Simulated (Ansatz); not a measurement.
# NaF

Computed with Ansatz (plane waves, PAW, 420 eV cutoff): PBE, scalar-relativistic, no spin polarisation, Γ-centred 12×12×12 mesh, 0.05 eV Gaussian smearing; PAW files: Ansatz's generated set soft_2.

```cif
data_structure
_symmetry_space_group_name_H-M 'Fm-3m'
_symmetry_Int_Tables_number 225
_cell_length_a 4.7014
_cell_length_b 4.7014
_cell_length_c 4.7014
_cell_angle_alpha 90.000
_cell_angle_beta 90.000
_cell_angle_gamma 90.000
_cell_volume 103.91
loop_
_atom_site_label
_atom_site_type_symbol
_atom_site_symmetry_multiplicity
_atom_site_Wyckoff_symbol
_atom_site_fract_x
_atom_site_fract_y
_atom_site_fract_z
_atom_site_occupancy
Na1 Na 4 a 0.00000 0.00000 0.00000 1
F1 F 4 b 0.50000 0.00000 0.00000 1
```

The chain of runs began from a measured cell (COD), expanded in volume.

The run used a cell of 2 atoms; the mesh refers to it.

| Quantity | Value |
| --- | --- |
| Volume | 12.99 Å³/atom |
| Bader charges | Na 0.88; F -0.88 e |
| Formation energy from the elements (0 K, uncorrected) | -2.71 eV/atom |
| Pressure derivative B0′ | 4.2 |

(1) What does PBE give for the bulk modulus (Birch–Murnaghan)?

(2) Estimate the band gap at this level of theory (PBE).

Answers:

(1) 45 GPa.

(2) 6.09 eV.

Within 0.6 eV of the edges the projected states are 100 % F 2p at the top of the valence band and 96 % Na 3s at the bottom of the conduction band. The lowest excitation takes an electron from F back to Na, as in ionic insulators.

Bader charges against formal ones: Na +0.88 (+1), F −0.88 (−1). The cations give up 88 % of the formal charge; Bader charges stay under formal ones because the anions' density reaches into the cations' basins, though a share this high marks a strongly ionic bond.

**What was measured.** A measured cell of cubic NaF (space group Fm-3m) at 341.25 K, from the Crystallography Open Database (1961, doi:10.1107/S0365110X61002357), has a = 4.640 Å and 12.49 Å³/atom.

**Comparison.** The computed cell (4.701 Å, 12.99 Å³/atom) differs from the database's by +4.0 % in volume, about +1.3 % in length. PBE usually overestimates volumes by a few per cent. The static lattice also lacks zero-point motion and thermal expansion, roughly 2.4 to 6.0 % in volume at 341.25 K by Grüneisen's rule, γ·3k_BT/(B0·V0) with γ of 1 to 2.5, so its own overestimate is larger than the figure.

